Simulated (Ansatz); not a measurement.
Crystal: BaTiO3.

```
CELL_PARAMETERS angstrom
2.82767 1.63255 2.31773
-2.82767 1.63255 2.31773
0.00000 -3.26511 2.31773
ATOMIC_POSITIONS crystal
Ba 0.03347 0.98847 0.00184
Ti 0.50610 0.52748 0.53723
O 0.48625 0.49715 0.97115
O 0.47409 0.98642 0.47201
O 0.97879 0.47918 0.49647
```

Base run:

```yaml
Program: Ansatz 0.2.0
Functional: r2SCAN
Potentials_or_basis: Ansatz PAW
Cutoff: 500 eV
Density_cutoff: 2000 eV
k_mesh: 7 × 7 × 7
Occupations: fermi-dirac, width 0.05 eV
Spin: no spin polarisation
Hubbard_terms: Ti d U = 1 eV
```

Its results: band gap on the k mesh 3.25 eV, indirect (least direct gap 3.81 eV); pressure 6.8 GPa; largest force 2.309 eV/Å.

Q: The run is repeated on the same cell with these changes: hubbard terms from Ti d U = 1 eV to Ti d U = 5 eV. What comes out?

A: Band gap on the k mesh 3.75 eV, indirect (least direct gap 4.24 eV); pressure 8.6 GPa; largest force 2.816 eV/Å.

Caveats: the k mesh misses the band edges, so the gap on the mesh is wider than the one along the path; spin-orbit coupling is left out, which moves the levels of the heavy elements; the PAW data sets come from PBE, with cores solved anew for the run's functional, which leaves a small shift of forces and pressure; forces of over 1 eV/Å show positions far from the minimum, so gaps and moduli don't describe the material at rest.

Not every run made on this cell is shown here.
